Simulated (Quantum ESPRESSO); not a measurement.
# Al (P6_3/mmc) in Quantum ESPRESSO: reference runs, part 2 of 2

Quantum ESPRESSO 7.5.

## Step 3: Single point, PBE (atoms moved at random, drawn with an rms of 0.05 Å)

The input, pw.in:

```
&CONTROL
  calculation = 'scf'
  prefix = 'pwscf'
  outdir = './tmp'
  pseudo_dir = './pseudo'
  tprnfor = .true.
  tstress = .true.
  disk_io = 'nowf'
/
&SYSTEM
  ibrav = 0
  nat = 2
  ntyp = 1
  ecutwfc = 55
  ecutrho = 440
  nbnd = 8
  occupations = 'smearing'
  smearing = 'fd'
  degauss = 0.00367493
/
&ELECTRONS
  conv_thr = 4d-10
  electron_maxstep = 120
  mixing_beta = 0.5
/
ATOMIC_SPECIES
Al    26.9815 Al.pbe-n-kjpaw_psl.1.0.0.UPF
CELL_PARAMETERS angstrom
   2.8124553515    0.0000000000    0.0000000000
  -1.4062276757    2.4356577814    0.0000000000
   0.0000000000    0.0000000000    4.8668500000
ATOMIC_POSITIONS crystal
Al     0.3144180000    0.6469690000    0.2454000000
Al     0.6697910000    0.3391200000    0.7531780000
K_POINTS automatic
11 11 6 0 0 0
```

Potentials or basis: SSSP 1.3 efficiency PBE.

Launch:

```bash
OMP_NUM_THREADS=1 pw.x -in pw.in > pw.out
```

pw.out:

```text
This program is part of the open-source Quantum ESPRESSO suite
     for quantum simulation of materials; please cite
         "P. Giannozzi et al., J. Phys.:Condens. Matter 21 395502 (2009);
         "P. Giannozzi et al., J. Phys.:Condens. Matter 29 465901 (2017);
         "P. Giannozzi et al., J. Chem. Phys. 152 154105 (2020);
     in publications or presentations arising from this work. More details at

     file Al.pbe-n-kjpaw_psl.1.0.0.UPF: wavefunction(s)  3S 3P renormalized

     G-vector sticks info
     --------------------
     sticks:   dense  smooth     PW     G-vecs:    dense   smooth      PW
     Sum         847     433    127                35083    12451    2071

     Using Slab Decomposition

     bravais-lattice index     =            0
     lattice parameter (alat)  =       5.3148  a.u.
     unit-cell volume          =     224.9813 (a.u.)^3
     number of atoms/cell      =            2
     number of atomic types    =            1
     number of electrons       =         6.00
     number of Kohn-Sham states=            8
     kinetic-energy cutoff     =      55.0000  Ry
     charge density cutoff     =     440.0000  Ry
     scf convergence threshold =      4.0E-10
     mixing beta               =       0.5000
     number of iterations used =            8  plain     mixing
     Exchange-correlation= SLA  PW   PBX  PBC
                           (   1   4   3   4   0   0   0)

     celldm(1)=   5.314770  celldm(2)=   0.000000  celldm(3)=   0.000000
     celldm(4)=   0.000000  celldm(5)=   0.000000  celldm(6)=   0.000000

     crystal axes: (cart. coord. in units of alat)
               a(1) = (   1.000000   0.000000   0.000000 )
               a(2) = (  -0.500000   0.866025   0.000000 )
               a(3) = (   0.000000   0.000000   1.730463 )

     reciprocal axes: (cart. coord. in units 2 pi/alat)
               b(1) = (  1.000000  0.577350 -0.000000 )
               b(2) = (  0.000000  1.154701  0.000000 )
               b(3) = (  0.000000 -0.000000  0.577880 )

     PseudoPot. # 1 for Al read from file:
     Al.pbe-n-kjpaw_psl.1.0.0.UPF
     Pseudo is Projector augmented-wave + core cor, Zval =  3.0
     Generated using "atomic" code by A. Dal Corso  v.5.1
     Shape of augmentation charge: PSQ
     Using radial grid of 1135 points,  6 beta functions with:
                l(1) =   0
                l(2) =   0
                l(3) =   1
                l(4) =   1
                l(5) =   2
                l(6) =   2
     Q(r) pseudized with 0 coefficients

     atomic species   valence    mass     pseudopotential
     Al                3.00    26.98150     Al( 1.00)

     No symmetry found

   Cartesian axes

     site n.     atom                  positions (alat units)
         1        Al     tau(   1) = (  -0.0090665   0.5602916   0.4246556  )
         2        Al     tau(   2) = (   0.5002310   0.2936865   1.3033467  )

     number of k points=   364  Fermi-Dirac smearing, width (Ry)=  0.0037

     Number of k-points >= 100: set verbosity='high' to print them.

     Dense  grid:    35083 G-vectors     FFT dimensions: (  36,  36,  64)

     Smooth grid:    12451 G-vectors     FFT dimensions: (  25,  25,  45)

     Initial potential from superposition of free atoms

     starting charge       5.9954, renormalised to       6.0000
     Starting wfcs are    8 randomized atomic wfcs

     Self-consistent Calculation

     iteration #  1     ecut=    55.00 Ry     beta= 0.50
     Davidson diagonalization with overlap
     ethr =  1.00E-02,  avg # of iterations =  4.6

     Threshold (ethr) on eigenvalues was too large:
     Diagonalizing with lowered threshold

     Davidson diagonalization with overlap
     ethr =  1.79E-04,  avg # of iterations =  4.3

     total energy              =     -79.00156624 Ry
     estimated scf accuracy    <       0.01109267 Ry

     iteration #  2     ecut=    55.00 Ry     beta= 0.50
     Davidson diagonalization with overlap
     ethr =  1.85E-04,  avg # of iterations =  1.0

     total energy              =     -79.00101813 Ry
     estimated scf accuracy    <       0.00256146 Ry

     iteration #  3     ecut=    55.00 Ry     beta= 0.50
     Davidson diagonalization with overlap
     ethr =  4.27E-05,  avg # of iterations =  1.5

     total energy              =     -79.00105868 Ry
     estimated scf accuracy    <       0.00030917 Ry

     iteration #  4     ecut=    55.00 Ry     beta= 0.50
     Davidson diagonalization with overlap
     ethr =  5.15E-06,  avg # of iterations =  3.3

     total energy              =     -79.00110752 Ry
     estimated scf accuracy    <       0.00000073 Ry

     iteration #  5     ecut=    55.00 Ry     beta= 0.50
     Davidson diagonalization with overlap
     ethr =  1.22E-08,  avg # of iterations =  3.5

     total energy              =     -79.00110891 Ry
     estimated scf accuracy    <       0.00000020 Ry

     iteration #  6     ecut=    55.00 Ry     beta= 0.50
     Davidson diagonalization with overlap
     ethr =  3.30E-09,  avg # of iterations =  1.1

     total energy              =     -79.00110893 Ry
     estimated scf accuracy    <       0.00000002 Ry

     iteration #  7     ecut=    55.00 Ry     beta= 0.50
     Davidson diagonalization with overlap
     ethr =  2.71E-10,  avg # of iterations =  2.0

     total energy              =     -79.00110893 Ry
     estimated scf accuracy    <          3.0E-09 Ry

     iteration #  8     ecut=    55.00 Ry     beta= 0.50
     Davidson diagonalization with overlap
     ethr =  5.03E-11,  avg # of iterations =  1.4

     End of self-consistent calculation

     Number of k-points >= 100: set verbosity='high' to print the bands.

     the Fermi energy is     7.8109 ev

!    total energy              =     -79.00110893 Ry
     total all-electron energy =      -971.286672 Ry
     estimated scf accuracy    <          1.2E-11 Ry
     smearing contrib. (-TS)   =      -0.00035355 Ry
     internal energy E=F+TS    =     -79.00075539 Ry

     The total energy is F=E-TS. E is the sum of the following terms:
     one-electron contribution =       6.27724490 Ry
     hartree contribution      =       0.01401859 Ry
     xc contribution           =      -5.17163737 Ry
     ewald contribution        =     -10.76152895 Ry
     one-center paw contrib.   =     -69.35885257 Ry

     convergence has been achieved in   8 iterations

     Forces acting on atoms (cartesian axes, Ry/au):

     atom    1 type  1   force =     0.00092008    0.00180264    0.00491395
     atom    2 type  1   force =    -0.00092008   -0.00180264   -0.00491395

     Total force =     0.007516     Total SCF correction =     0.000002

     Computing stress (Cartesian axis) and pressure

          total   stress  (Ry/bohr**3)                   (kbar)     P=        1.97
   0.00011930   0.00000112   0.00000230           17.55        0.17        0.34
   0.00000112   0.00011331   0.00000441            0.17       16.67        0.65
   0.00000230   0.00000441  -0.00019250            0.34        0.65      -28.32

=------------------------------------------------------------------------------=
   JOB DONE.
=------------------------------------------------------------------------------=
```

Run time: 48 s. Hardware: 1 thread of Arm Neoverse V2, shared host; peak memory 0.22 GiB.

Results:

```
Free energy            : -1074.8648 eV
Pressure               : 0.2 GPa
Largest force          : 0.137 eV/Å
Band gap on the k mesh : none (metal or under the smearing width)
```

Forces on the atoms (eV/Å):
```
Al   0.024  0.046  0.126
Al  -0.024 -0.046 -0.126
```
